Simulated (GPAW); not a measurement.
# SnTe (Fm-3m) in GPAW: a series of runs, part 2 of 2

GPAW 26.7.0.

**4. Dielectric tensor, PBEsol**

run.py reads:

```python
import numpy as np
from ase.dft.bandgap import bandgap
from ase.io import read, write
from gpaw import GPAW, PW, setup_paths
from gpaw.response.df import DielectricFunction

setup_paths.insert(0, '.')

atoms = read('POSCAR')

calc = GPAW(mode=PW(400),
            xc='PBEsol',
            kpts={'size': (6, 6, 6), 'gamma': True},
            occupations={'name': 'fermi-dirac', 'width': 0.001},
            nbands=19,
            convergence={'density': 1e-06},
            maxiter=150,
            txt='gpaw.txt')
atoms.calc = calc
energy = atoms.get_potential_energy()
calc.write('gs.gpw')
write('result.traj', atoms)
print(f'Energy: {energy:.6f} eV')
print('Fermi level:', round(calc.get_fermi_level(), 4), 'eV')
print(f'Gap: {bandgap(calc)[0]:.4f} eV, direct: {bandgap(calc, direct=True)[0]:.4f} eV')

for size in [(18, 18, 18)]:
    name = 'x'.join(str(n) for n in size)
    dense = calc.fixed_density(kpts={'size': size, 'gamma': True},
                               nbands=36, convergence={'bands': 30, 'eigenstates': 1e-7},
                               update_fermi_level=True, txt=f'dense-{name}.txt')
    dense.write(f'{name}.gpw', mode='all')
    df = DielectricFunction(f'{name}.gpw', frequencies=np.array([0.0]), hilbert=False, eta=0.001,
                            ecut=80, nbands=30, intraband=False, txt=f'df-{name}.txt')
    for xc in ['RPA']:
        for direction in ['x', 'y', 'z', [0, 1, 1], [1, 0, 1], [1, 1, 0]]:
            e0, e = df.get_macroscopic_dielectric_constant(xc=xc, direction=direction)
            print(f'{name} {xc} {direction}: {e0:.4f} without, {e:.4f} with local fields')
```

POSCAR reads:

```
SnTe
1.0
    0.0000000000      3.1508500000      3.1508500000
    3.1508500000      0.0000000000      3.1508500000
    3.1508500000      3.1508500000      0.0000000000
Te Sn
1 1
Direct
    0.5000000000      0.5000000000      0.5000000000
    0.0000000000      0.0000000000      0.0000000000
```

Potentials or basis: PAW data sets generated in the run's folder for this functional, pw.

On the command line:

```sh
> gpaw-setup -f PBEsol Sn Te
> OMP_NUM_THREADS=1 python run.py
```

gpaw.txt:

```text
__  _  _
 | _ |_)|_||  |
 |__||  | ||/\| - 26.7.0

Input parameters:
  mode=PW(ecut=400.0),
  convergence={'density': 1e-06},
  kpts=MonkhorstPack(size=(6, 6, 6), gamma=True),
  maxiter=150,
  nbands=19,
  occupations=Occupations(name='fermi-dirac', width=0.001),
  xc=XC(name='PBEsol')

Diagonalizing LCAO Hamiltonian
Converting LCAO to pw mode

                 Te

       Sn

Atoms  # Å, Bohr magnetons
|   | symbol |        x |        y |        z |    initial magnetic moments |
|---|--------|----------|----------|----------|-----------------------------|
| 0 |     Te | 3.150850 | 3.150850 | 3.150850 | ( 0.0000,  0.0000,  0.0000) |
| 1 |     Sn | 0.000000 | 0.000000 | 0.000000 | ( 0.0000,  0.0000,  0.0000) |

Unit cell  # Å
| periodic |        x |        y |        z |  lengths |    angles |
|----------|----------|----------|----------|----------|-----------|
|      yes | 0.000000 | 3.150850 | 3.150850 | 4.455975 | 60.000000 |
|      yes | 3.150850 | 0.000000 | 3.150850 | 4.455975 | 60.000000 |
|      yes | 3.150850 | 3.150850 | 0.000000 | 4.455975 | 60.000000 |

Number of symmetries: 48
Symmetry operations  # r_c * U_cc + t_c -> r_c
|    | kind |            matrix            |
|----|------|------------------------------|
|  0 |  σ   |  1, 0, 0,  1, 0,-1,  1,-1, 0 |
|  1 |  C2  |  1, 0, 0,  1,-1, 0,  1, 0,-1 |
|  2 |  E   |  1, 0, 0,  0, 1, 0,  0, 0, 1 |
|  3 |  σ   |  1, 0, 0,  0, 0, 1,  0, 1, 0 |
|  4 |  C4  |  1, 0,-1,  1, 0, 0,  1,-1, 0 |
|  5 |  S6  |  1, 0,-1,  1,-1, 0,  1, 0, 0 |
|  6 |  σ   |  1, 0,-1,  0, 1,-1,  0, 0,-1 |
|  7 |  C3  |  1, 0,-1,  0, 0,-1,  0, 1,-1 |
|  8 |  S6  |  1,-1, 0,  1, 0, 0,  1, 0,-1 |
|  9 |  C4  |  1,-1, 0,  1, 0,-1,  1, 0, 0 |
| 10 |  C3  |  1,-1, 0,  0,-1, 1,  0,-1, 0 |
| 11 |  σ   |  1,-1, 0,  0,-1, 0,  0,-1, 1 |
| 12 |  σ   |  0, 1, 0,  1, 0, 0,  0, 0, 1 |
| 13 |  C4  |  0, 1, 0,  0, 1,-1, -1, 1, 0 |
| 14 |  C3  |  0, 1, 0,  0, 0, 1,  1, 0, 0 |
| 15 |  S6  |  0, 1, 0, -1, 1, 0,  0, 1,-1 |
| 16 |  C2  |  0, 1,-1,  1, 0,-1,  0, 0,-1 |
| 17 |  σ   |  0, 1,-1,  0, 1, 0, -1, 1, 0 |
| 18 |  S4  |  0, 1,-1,  0, 0,-1,  1, 0,-1 |
| 19 |  C4  |  0, 1,-1, -1, 1, 0,  0, 1, 0 |
| 20 |  C3  |  0, 0, 1,  1, 0, 0,  0, 1, 0 |
| 21 |  σ   |  0, 0, 1,  0, 1, 0,  1, 0, 0 |
| 22 |  S6  |  0, 0, 1,  0,-1, 1, -1, 0, 1 |
| 23 |  C4  |  0, 0, 1, -1, 0, 1,  0,-1, 1 |
| 24 |  S4  |  0, 0,-1,  1, 0,-1,  0, 1,-1 |
| 25 |  C3  |  0, 0,-1,  0, 1,-1,  1, 0,-1 |
| 26 |  C2  |  0, 0,-1,  0,-1, 0, -1, 0, 0 |
| 27 |  S6  |  0, 0,-1, -1, 0, 0,  0,-1, 0 |
| 28 |  S4  |  0,-1, 1,  1,-1, 0,  0,-1, 0 |
| 29 |  C4  |  0,-1, 1,  0, 0, 1, -1, 0, 1 |
| 30 |  C2  |  0,-1, 1,  0,-1, 0,  1,-1, 0 |
| 31 |  σ   |  0,-1, 1, -1, 0, 1,  0, 0, 1 |
| 32 |  C3  |  0,-1, 0,  1,-1, 0,  0,-1, 1 |
| 33 |  S6  |  0,-1, 0,  0, 0,-1, -1, 0, 0 |
| 34 |  S4  |  0,-1, 0,  0,-1, 1,  1,-1, 0 |
| 35 |  C2  |  0,-1, 0, -1, 0, 0,  0, 0,-1 |
| 36 |  C2  | -1, 1, 0,  0, 1, 0,  0, 1,-1 |
| 37 |  S6  | -1, 1, 0,  0, 1,-1,  0, 1, 0 |
| 38 |  S4  | -1, 1, 0, -1, 0, 1, -1, 0, 0 |
| 39 |  C3  | -1, 1, 0, -1, 0, 0, -1, 0, 1 |
| 40 |  S6  | -1, 0, 1,  0, 0, 1,  0,-1, 1 |
| 41 |  C2  | -1, 0, 1,  0,-1, 1,  0, 0, 1 |
| 42 |  C3  | -1, 0, 1, -1, 1, 0, -1, 0, 0 |
| 43 |  S4  | -1, 0, 1, -1, 0, 0, -1, 1, 0 |
| 44 |  C2  | -1, 0, 0,  0, 0,-1,  0,-1, 0 |
| 45 |  i   | -1, 0, 0,  0,-1, 0,  0, 0,-1 |
| 46 |  σ   | -1, 0, 0, -1, 1, 0, -1, 0, 1 |
| 47 |  C2  | -1, 0, 0, -1, 0, 1, -1, 1, 0 |

BZ-sampling:
  Number of BZ points: 216
  Number of IBZ points: 16

  Monkhorst-Pack size: [6, 6, 6]
  Monkhorst-Pack shift: [0.08333333333333333, 0.08333333333333333, 0.08333333333333333]

K-points  # in reciprocal-cell coordinates
|     |                                coordinates |     weight |
|-----|--------------------------------------------|------------|
|   0 | (  0.00000000,   0.00000000,   0.00000000) | 0.00462963 |
|   1 | (  0.16666667,   0.16666667,   0.00000000) | 0.02777778 |
|   2 | (  0.16666667,   0.16666667,   0.16666667) | 0.03703704 |
|   3 | (  0.33333333,   0.16666667,   0.16666667) | 0.05555556 |
|   4 | (  0.33333333,   0.33333333,  -0.33333333) | 0.05555556 |
|   5 | (  0.33333333,   0.33333333,   0.00000000) | 0.02777778 |
|   6 | (  0.33333333,   0.33333333,   0.16666667) | 0.11111111 |
|   7 | (  0.33333333,   0.33333333,   0.33333333) | 0.03703704 |
|   8 | (  0.50000000,   0.33333333,  -0.33333333) | 0.11111111 |
|   9 | (  0.50000000,   0.33333333,  -0.16666667) | 0.05555556 |
| ... |                                            |            |
|  15 | (  0.50000000,   0.50000000,   0.50000000) | 0.01851852 |

Plane wave coefficients: 1158
Cutoff: 400.0 eV

Spin-components: 1 (collinear spins)
Bands:           19
Projectors:      11
Spin-degeneracy: 2
Datatype:        complex128

Parallelization:
  kpt:    1
  domain: 1
  band:   1

Density:
  Valence electrons: 20.0
  Components: 1
  Grid points: [21 21 21]
  Charge: 0.0  # |e|

Potential:
  Grid points: [21 21 21]

species:
  Te:
    name:    Tellurium
    Z:       52.0
    valence: 6
    core:    46
    charge:  0.0  # [|e|]
    compensation charges:
      type: gauss
      rc: 0.36  # [Å]
      lmax: 2
    cutoffs:
      filter: 2.09  # [Å]
      core: 3.17  # [Å]
    projectors
    | kind |    occ | energy [eV] | rcut [Å] |
    |------|--------|-------------|----------|
    |   5s |  2.000 |     -15.132 |    1.180 |
    |   5p |  4.000 |      -5.970 |    1.196 |
    |    s |        |      12.080 |    1.180 |
    |    p |        |      21.241 |    1.196 |
    |    d |        |       0.000 |    1.238 |

    Using partial waves for Te as LCAO basis

  Sn:
    name:    Tin
    Z:       50.0
    valence: 14
    core:    36
    charge:  0.0  # [|e|]
    compensation charges:
      type: gauss
      rc: 0.38  # [Å]
      lmax: 2
    cutoffs:
      filter: 2.23  # [Å]
      core: 2.35  # [Å]
    projectors
    | kind |    occ | energy [eV] | rcut [Å] |
    |------|--------|-------------|----------|
    |   5s |  2.000 |     -10.584 |    1.201 |
    |   5p |  2.000 |      -3.711 |    1.270 |
    |   4d | 10.000 |     -25.798 |    1.185 |
    |    s |        |      16.628 |    1.201 |
    |    p |        |      23.501 |    1.270 |
    |    d |        |       1.413 |    1.185 |

    Using partial waves for Sn as LCAO basis

Reference energy: -352647.811924  # eV

eigensolver:
  PPCG
  Converge bands: occupied
  niter=2

density mixing:
  MSR1-Mixer
  Pratt-step length: 0.05
  Maximum mixing coefficient: 0.75
  Old densities: 10
  SVD Regularization: 0.005
  Good broyden scale: 1.0
  Trust region scale: 1.0
  Backstep threshold: 4.0
  History deletion threshold: 6.0
  Fourier metric: weight=20.0, sigma=0.015

occupation numbers:
  Fermi-Dirac:
    width: 0.0010  # eV

poisson solver:
  ecut: 3200.0  # eV

xc functional:
  name: PBEsol with 2 nearest neighbor stencil

convergence criteria:
- Maximum integral of absolute [dens]ity change: 1e-06 electrons / valence electron
- Maximum [total energy] change in last 3 cyles: 0.0005 eV / valence electron
- Maximum integral of absolute [eigenst]ate change: 4e-08 eV^2 / valence electron
maximum number of iterations: 150

SCF iterations
|iter     | |      energy | eigst |  dens |
|---------|-|-------------|-------|-------|
|iter:   1| |   -8.514166 | -0.23 |       |
|iter:   2| |   -8.507966 | -2.42 | -1.51 |
|iter:   3| |   -8.472821 | -2.85 | -1.55 |
|iter:   4| |   -8.472541 | -4.30 | -2.15 |
|iter:   5| |   -8.472581c| -5.13 | -2.69 |
|iter:   6| |   -8.472584c| -6.53 | -3.37 |
|iter:   7| |   -8.472584c| -7.83c| -4.23 |
|iter:   8| |   -8.472584c| -7.86c| -4.74 |
|iter:   9| |   -8.472584c| -8.24c| -5.94 |
|iter:  10| |   -8.472584c| -8.97c| -6.35c|

Converged in 10 steps
Energy contributions relative to reference atoms: (reference = -352647.811924)

Energy contributions:
  Kinetic:          13.157890
  Coulomb:         -13.526252
  Zero:              0.210723
  External:          0.000000
  Xc:               -8.314944
  Entropy:          -0.000000
  Spinorbit:         0.000000
  ----------------------------
  Free energy:      -8.472584
  Extrapolated:     -8.472584

dipole moment: (-21.413949, -21.413949, -21.413949)  # |e|*Ang

Fermi level: 6.361
Eigenvalues  # (at kpt = [0.000, 0.000, 0.000])
| band index |      eig [eV] | occ [0-2] |
|------------|---------------|-----------|
|          0 |       -15.479 |     2.000 |
|        ... |               |           |
|          2 |       -15.470 |     2.000 |
|          3 |       -15.470 |     2.000 |
|          4 |       -15.470 |     2.000 |
|          5 |        -6.504 |     2.000 |
|          6 |         1.602 |     2.000 |
|          7 |         4.165 |     2.000 |
[... 9 lines left out ...]
|         17 |        13.230 |     0.000 |
|         18 |        13.230 |     0.000 |

Gap: 0.149 eV
Transition (v -> c):
  (s=0, k=15, n=9, [0.50, 0.50, 0.50]) -> (s=0, k=15, n=10, [0.50, 0.50, 0.50])
No difference between direct/indirect transitions
# Writing to gs.gpw (mode='')
```

Wall time 2.5 min (1 thread of Intel Xeon 6975P-C (Granite Rapids), shared host); peak memory 0.46 GiB.

Results:

```
Free energy                             : -8.4726 eV
Band gap on the k mesh                  : 0.15 eV, direct
Electronic dielectric tensor (diagonal) : 68.21
```

Electronic dielectric tensor:
```
68.21  0.00  0.00
 0.00 68.21  0.00
 0.00  0.00 68.21
```

Caveat: the gap is small at this level, which inflates the dielectric constant; the long-wavelength limit can be off by a per cent or two; spin-orbit coupling is left out, which moves the levels of the heavy elements.

**5. Dielectric tensor, PBE**

Edit run.py of step 4 so:

```diff
@@ -3,6 +3,4 @@
 from ase.io import read, write
-from gpaw import GPAW, PW, setup_paths
+from gpaw import GPAW, PW
 from gpaw.response.df import DielectricFunction
-
-setup_paths.insert(0, '.')
 
@@ -11,3 +9,3 @@
 calc = GPAW(mode=PW(400),
-            xc='PBEsol',
+            xc='PBE',
             kpts={'size': (6, 6, 6), 'gamma': True},
```

POSCAR is that of step 4.

Potentials or basis: GPAW PAW data sets (gpaw-data 1.2.1), pw.

On the command line:

```sh
> OMP_NUM_THREADS=1 python run.py
```

gpaw.txt:

```text
__  _  _
 | _ |_)|_||  |
 |__||  | ||/\| - 26.7.0

Input parameters:
  mode=PW(ecut=400.0),
  convergence={'density': 1e-06},
  kpts=MonkhorstPack(size=(6, 6, 6), gamma=True),
  maxiter=150,
  nbands=19,
  occupations=Occupations(name='fermi-dirac', width=0.001),
  xc=XC(name='PBE')

Diagonalizing LCAO Hamiltonian
Converting LCAO to pw mode

                 Te

       Sn

Atoms  # Å, Bohr magnetons
|   | symbol |        x |        y |        z |    initial magnetic moments |
|---|--------|----------|----------|----------|-----------------------------|
| 0 |     Te | 3.150850 | 3.150850 | 3.150850 | ( 0.0000,  0.0000,  0.0000) |
| 1 |     Sn | 0.000000 | 0.000000 | 0.000000 | ( 0.0000,  0.0000,  0.0000) |

Unit cell  # Å
| periodic |        x |        y |        z |  lengths |    angles |
|----------|----------|----------|----------|----------|-----------|
|      yes | 0.000000 | 3.150850 | 3.150850 | 4.455975 | 60.000000 |
|      yes | 3.150850 | 0.000000 | 3.150850 | 4.455975 | 60.000000 |
|      yes | 3.150850 | 3.150850 | 0.000000 | 4.455975 | 60.000000 |

Number of symmetries: 48
Symmetry operations  # r_c * U_cc + t_c -> r_c
|    | kind |            matrix            |
|----|------|------------------------------|
|  0 |  σ   |  1, 0, 0,  1, 0,-1,  1,-1, 0 |
|  1 |  C2  |  1, 0, 0,  1,-1, 0,  1, 0,-1 |
|  2 |  E   |  1, 0, 0,  0, 1, 0,  0, 0, 1 |
|  3 |  σ   |  1, 0, 0,  0, 0, 1,  0, 1, 0 |
|  4 |  C4  |  1, 0,-1,  1, 0, 0,  1,-1, 0 |
|  5 |  S6  |  1, 0,-1,  1,-1, 0,  1, 0, 0 |
|  6 |  σ   |  1, 0,-1,  0, 1,-1,  0, 0,-1 |
|  7 |  C3  |  1, 0,-1,  0, 0,-1,  0, 1,-1 |
|  8 |  S6  |  1,-1, 0,  1, 0, 0,  1, 0,-1 |
|  9 |  C4  |  1,-1, 0,  1, 0,-1,  1, 0, 0 |
| 10 |  C3  |  1,-1, 0,  0,-1, 1,  0,-1, 0 |
| 11 |  σ   |  1,-1, 0,  0,-1, 0,  0,-1, 1 |
| 12 |  σ   |  0, 1, 0,  1, 0, 0,  0, 0, 1 |
| 13 |  C4  |  0, 1, 0,  0, 1,-1, -1, 1, 0 |
| 14 |  C3  |  0, 1, 0,  0, 0, 1,  1, 0, 0 |
| 15 |  S6  |  0, 1, 0, -1, 1, 0,  0, 1,-1 |
| 16 |  C2  |  0, 1,-1,  1, 0,-1,  0, 0,-1 |
| 17 |  σ   |  0, 1,-1,  0, 1, 0, -1, 1, 0 |
| 18 |  S4  |  0, 1,-1,  0, 0,-1,  1, 0,-1 |
| 19 |  C4  |  0, 1,-1, -1, 1, 0,  0, 1, 0 |
| 20 |  C3  |  0, 0, 1,  1, 0, 0,  0, 1, 0 |
| 21 |  σ   |  0, 0, 1,  0, 1, 0,  1, 0, 0 |
| 22 |  S6  |  0, 0, 1,  0,-1, 1, -1, 0, 1 |
| 23 |  C4  |  0, 0, 1, -1, 0, 1,  0,-1, 1 |
| 24 |  S4  |  0, 0,-1,  1, 0,-1,  0, 1,-1 |
| 25 |  C3  |  0, 0,-1,  0, 1,-1,  1, 0,-1 |
| 26 |  C2  |  0, 0,-1,  0,-1, 0, -1, 0, 0 |
| 27 |  S6  |  0, 0,-1, -1, 0, 0,  0,-1, 0 |
| 28 |  S4  |  0,-1, 1,  1,-1, 0,  0,-1, 0 |
| 29 |  C4  |  0,-1, 1,  0, 0, 1, -1, 0, 1 |
| 30 |  C2  |  0,-1, 1,  0,-1, 0,  1,-1, 0 |
| 31 |  σ   |  0,-1, 1, -1, 0, 1,  0, 0, 1 |
[... 89 lines left out ...]
    name:    Tin
    Z:       50.0
    valence: 14
    core:    36
    charge:  0.0  # [|e|]
    compensation charges:
      type: gauss
      rc: 0.38  # [Å]
      lmax: 2
    cutoffs:
      filter: 2.23  # [Å]
      core: 2.35  # [Å]
    projectors
    | kind |    occ | energy [eV] | rcut [Å] |
    |------|--------|-------------|----------|
    |   5s |  2.000 |     -10.538 |    1.201 |
    |   5p |  2.000 |      -3.696 |    1.270 |
    |   4d | 10.000 |     -25.845 |    1.185 |
    |    s |        |      16.674 |    1.201 |
    |    p |        |      23.515 |    1.270 |
    |    d |        |       1.367 |    1.185 |

    Using partial waves for Sn as LCAO basis

Reference energy: -352801.376741  # eV

eigensolver:
  PPCG
  Converge bands: occupied
  niter=2

density mixing:
  MSR1-Mixer
  Pratt-step length: 0.05
  Maximum mixing coefficient: 0.75
  Old densities: 10
  SVD Regularization: 0.005
  Good broyden scale: 1.0
  Trust region scale: 1.0
  Backstep threshold: 4.0
  History deletion threshold: 6.0
  Fourier metric: weight=20.0, sigma=0.015

occupation numbers:
  Fermi-Dirac:
    width: 0.0010  # eV

poisson solver:
  ecut: 3200.0  # eV

xc functional:
  name: PBE with 2 nearest neighbor stencil

convergence criteria:
- Maximum integral of absolute [dens]ity change: 1e-06 electrons / valence electron
- Maximum [total energy] change in last 3 cyles: 0.0005 eV / valence electron
- Maximum integral of absolute [eigenst]ate change: 4e-08 eV^2 / valence electron
maximum number of iterations: 150

SCF iterations
|iter     | |      energy | eigst |  dens |
|---------|-|-------------|-------|-------|
|iter:   1| |   -7.719184 | -0.23 |       |
|iter:   2| |   -7.712556 | -2.40 | -1.48 |
|iter:   3| |   -7.680966 | -2.76 | -1.52 |
|iter:   4| |   -7.682108 | -4.26 | -2.12 |
|iter:   5| |   -7.682302c| -4.94 | -2.62 |
|iter:   6| |   -7.682308c| -6.33 | -3.34 |
|iter:   7| |   -7.682309c| -7.63c| -4.17 |
|iter:   8| |   -7.682309c| -7.64c| -4.68 |
|iter:   9| |   -7.682309c| -8.24c| -5.78 |
|iter:  10| |   -7.682309c| -8.79c| -6.40c|

Converged in 10 steps
Energy contributions relative to reference atoms: (reference = -352801.376741)

Energy contributions:
  Kinetic:          16.357626
  Coulomb:         -16.340497
  Zero:              0.240096
  External:          0.000000
  Xc:               -7.939534
  Entropy:          -0.000000
  Spinorbit:         0.000000
  ----------------------------
  Free energy:      -7.682309
  Extrapolated:     -7.682309

dipole moment: (-21.370590, -21.370590, -21.370590)  # |e|*Ang

Fermi level: 6.504
Eigenvalues  # (at kpt = [0.000, 0.000, 0.000])
| band index |      eig [eV] | occ [0-2] |
|------------|---------------|-----------|
|          0 |       -15.421 |     2.000 |
|        ... |               |           |
|          2 |       -15.413 |     2.000 |
|          3 |       -15.413 |     2.000 |
|          4 |       -15.413 |     2.000 |
|          5 |        -6.331 |     2.000 |
|          6 |         1.796 |     2.000 |
|          7 |         4.307 |     2.000 |
[... 9 lines left out ...]
|         17 |        13.378 |     0.000 |
|         18 |        13.378 |     0.000 |

Gap: 0.104 eV
Transition (v -> c):
  (s=0, k=15, n=9, [0.50, 0.50, 0.50]) -> (s=0, k=15, n=10, [0.50, 0.50, 0.50])
No difference between direct/indirect transitions
# Writing to gs.gpw (mode='')
```

stdout:

```text
Energy: -7.682309 eV
Fermi level: 6.5041 eV
Gap: 0.1037 eV, direct: 0.1037 eV
18x18x18 RPA x: 80.2597 without, 76.4488 with local fields
18x18x18 RPA y: 80.2597 without, 76.4488 with local fields
18x18x18 RPA z: 80.2597 without, 76.4488 with local fields
18x18x18 RPA [0, 1, 1]: 80.2597 without, 76.4488 with local fields
18x18x18 RPA [1, 0, 1]: 80.2597 without, 76.4488 with local fields
18x18x18 RPA [1, 1, 0]: 80.2597 without, 76.4488 with local fields
```

It took 2.6 min on 1 thread of Intel Xeon 6975P-C (Granite Rapids), shared host; peak memory 0.46 GiB.

Results:

* Free energy: -7.6823 eV
* Band gap on the k mesh: 0.10 eV, direct
* Electronic dielectric tensor (diagonal): 76.45

Electronic dielectric tensor:
```
76.45  0.00  0.00
 0.00 76.45  0.00
 0.00  0.00 76.45
```

Caveat: the gap is small at this level, which inflates the dielectric constant; the long-wavelength limit can be off by a per cent or two; spin-orbit coupling is left out, which moves the levels of the heavy elements.

**6. Summary**

```tsv
level	potentials or basis	gap on the mesh (eV)
LDA	the program's PAW data sets (release 1.2.1) made for this functional, pw	0.11
AM05	PAW data sets generated in the run's folder for this functional, pw	0.12
PBEsol	PAW data sets generated in the run's folder for this functional, pw	0.15
PBE	GPAW PAW data sets (gpaw-data 1.2.1), pw	0.10
```

Alike in all rows: task dielectric tensor; no spin polarisation; cell as given; k mesh 6 × 6 × 6; cutoff (eV) 400; smearing fermi-dirac 0.001 eV.

Caveats: the gap is small at this level, which inflates the dielectric constant; the long-wavelength limit can be off by a per cent or two; spin-orbit coupling is left out, which moves the levels of the heavy elements.

Total energies depend on the potentials used, so only differences within one code and one set of settings carry meaning.

**7. How close it comes**

Step 2. Against the measured gap of SnTe, 0.18 eV (direct; 300 K; a printed reference work, textbook), the calculated 0.11 eV is off by -0.07 eV. Spin-orbit coupling on Sn, Te is left out. The value is that of LDA on a finite k mesh, which can miss the band edges, without temperature or zero-point motion. Semilocal functionals fall short of measured gaps as a rule.

Step 3. A measured gap of SnTe is 0.18 eV (direct; 300 K; a printed reference work, textbook); the calculated 0.12 eV misses it by -0.06 eV. Spin-orbit coupling on Sn, Te is left out. The value is that of AM05 on a finite k mesh, which can miss the band edges, without temperature or zero-point motion. Semilocal functionals fall short of measured gaps as a rule.

Step 4. Against the measured gap of SnTe, 0.18 eV (direct; 300 K; a printed reference work, textbook), the calculated 0.15 eV is off by -0.03 eV. Spin-orbit coupling on Sn, Te is left out. The value is that of PBEsol on a finite k mesh, which can miss the band edges, without temperature or zero-point motion. Semilocal functionals fall short of measured gaps as a rule.

Step 5. A measured gap of SnTe is 0.18 eV (direct; 300 K; a printed reference work, textbook); the calculated 0.10 eV misses it by -0.08 eV. Spin-orbit coupling on Sn, Te is left out. The value is that of PBE on a finite k mesh, which can miss the band edges, without temperature or zero-point motion. Semilocal functionals fall short of measured gaps as a rule.
